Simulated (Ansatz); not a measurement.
Sc3H: competing structures

The calculation used DFT PBE, scalar-relativistic, plane waves, PAW in Ansatz. Settings: cutoff 420 eV, Γ-centred meshes spaced at most about 0.3 Å⁻¹, and about 0.25 Å⁻¹ or finer for metals (2π included), Gaussian smearing. No spin polarisation.

Energies over the elements count from the elements' standard structures at the same level (H₂ as a molecule), with no fitted energy shifts.

These are static total energies at zero pressure. Larger cells and other orderings weren't all tried, so the list isn't exhaustive. With hydrogen, zero-point motion can shift formation energies by some tens of meV/atom.

Invented guesses were relaxed alike, and ends that match in structure were merged. ΔE counts from the first row. Coordination counts Sc atoms around H (those within 1.25 times the shortest such distance or 1.15 times the sum of covalent radii; a plus sign parts nearer from farther groups; the shortest distance is added where it is long for a bond). The ends were matched against large subsets of the Crystallography Open Database and the Materials Project, so a missing match doesn't prove that a structure is unreported.

```json
{"#": "1", "reached from": "random cell", "type and space group": "Fd-3m (No. 227)", "atoms": "8", "Å³/atom": "21.1", "coordination": "H 4", "ΔE (meV/atom)": "0", "gap on mesh (eV)": "0.00", "in databases": "no match"}
{"#": "2", "reached from": "TiAl3 (D0_22) type (I4/mmm)", "type and space group": "TiAl3 (D0_22), I4/mmm (No. 139)", "atoms": "4", "Å³/atom": "20.4", "coordination": "H 4+8", "ΔE (meV/atom)": "619", "gap on mesh (eV)": "0.00", "in databases": "no match"}
{"#": "3", "reached from": "Cu3Au (L1_2) type (Pm-3m)", "type and space group": "Cu3Au (L1_2), Pm-3m (No. 221)", "atoms": "4", "Å³/atom": "20.4", "coordination": "H 12 from 3.1 Å", "ΔE (meV/atom)": "690", "gap on mesh (eV)": "0.00", "in databases": "no match"}
```

The lowest: Space group Fd-3m (No. 227), cubic, a = 8.766 Å. Sc on a site of symmetry -3m has 2 H at 1.90 Å, 6 Sc at 3.10 Å and 6 Sc at 3.63 Å; around Sc on a site of symmetry -43m lie 16 Sc at 3.63–3.80 Å and 4 H at 3.80 Å; H is surrounded by 4 Sc at 1.90 Å, 4 H at 3.80 Å and 4 Sc at 3.80 Å. Its energy over the elements is −0.02 eV/atom. The formation energy is too near zero to say whether this cell lies below the elements. An observed structure of this formula, if there is one, may be missing.

```yaml
crystal:
  lattice:
    - [0.00000, 4.38320, 4.38320]
    - [4.38320, 0.00000, 4.38320]
    - [4.38320, 4.38320, 0.00000]
  atoms:
    - { symbol: Sc, position: [0.12500, 0.62500, 0.12500] }
    - { symbol: Sc, position: [0.62500, 0.12500, 0.12500] }
    - { symbol: Sc, position: [0.12500, 0.12500, 0.12500] }
    - { symbol: Sc, position: [0.12500, 0.12500, 0.62500] }
    - { symbol: Sc, position: [0.50000, 0.50000, 0.50000] }
    - { symbol: Sc, position: [0.75000, 0.75000, 0.75000] }
    - { symbol: H, position: [0.25000, 0.25000, 0.25000] }
    - { symbol: H, position: [0.00000, 0.00000, 0.00000] }
```

The second: Space group I4/mmm (No. 139), tetragonal, a = 4.020 Å, c = 10.108 Å. Sc on a site of symmetry 4/mmm is surrounded by 4 H at 2.84 Å and 8 Sc at 3.23 Å; Sc on a site of symmetry -4m2 has 4 Sc at 2.84 Å, 4 H at 3.23 Å and 4 Sc at 3.23 Å; H has 4 Sc at 2.84 Å and 8 Sc at 3.23 Å. Counting Sc atoms around H, the first has H 4 and the second has H 4+8. Cells relaxed within their symmetry can be saddle points. Some candidate types were left out of the draw beforehand, so a known form may be missing.
